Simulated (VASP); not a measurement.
GaSb under changes of volume

One of the cells (24.602 Å³/atom); the others are scaled copies at fixed shape and fractional positions:

```
Sb Ga
1.0
    -2.77167    2.77167    1.60124
     2.77167   -2.77167    1.60124
     2.77167    2.77167   -1.60124
Sb Ga
1 1
Direct
  0.00000 0.00000 0.00000
  0.75000 0.25000 0.50000
```

Measurements of this composition are mostly on another form, of space group No. 216.

```yaml
Program: VASP 6.6.1
Functional: PBE
Potentials_or_basis: VASP PAW PBE potentials, release 64 (Sb, Ga_d)
Cutoff: 520 eV
k_mesh: 10 × 10 × 10
Occupations: fermi-dirac, width 0.05 eV
Spin: no spin polarisation
```

| volume (Å³/atom) | energy over the lowest point (meV/atom) | pressure (GPa) |
| --- | --- | --- |
| 22.672 | ? | ? |
| 23.155 | 7.02 | 2.6 |
| 23.637 | 1.23 | 1.3 |
| 24.602 | 0.00 | -0.8 |
| 25.084 | 3.85 | -1.7 |
| 25.567 | 10.27 | -2.5 |

Question: What does the run at 22.672 Å³/atom give?

Answer: Energy over the lowest point 16.83 meV/atom; pressure 4.0 GPa.

Worked out: A Birch-Murnaghan fit of order 3 (a polynomial in V^(-2/3)) to the other rows has its minimum at 24.20 Å³/atom with B0 = V·E''(V) = 52 GPa and B' = 4.6 at fixed shape and positions, which overstates the stiffness. It gives 16.84 meV/atom at 22.672 Å³/atom, against the run's 16.83, and -dE/dV = 4.0 GPa, against 4.0.

Energies are extrapolated to zero smearing.
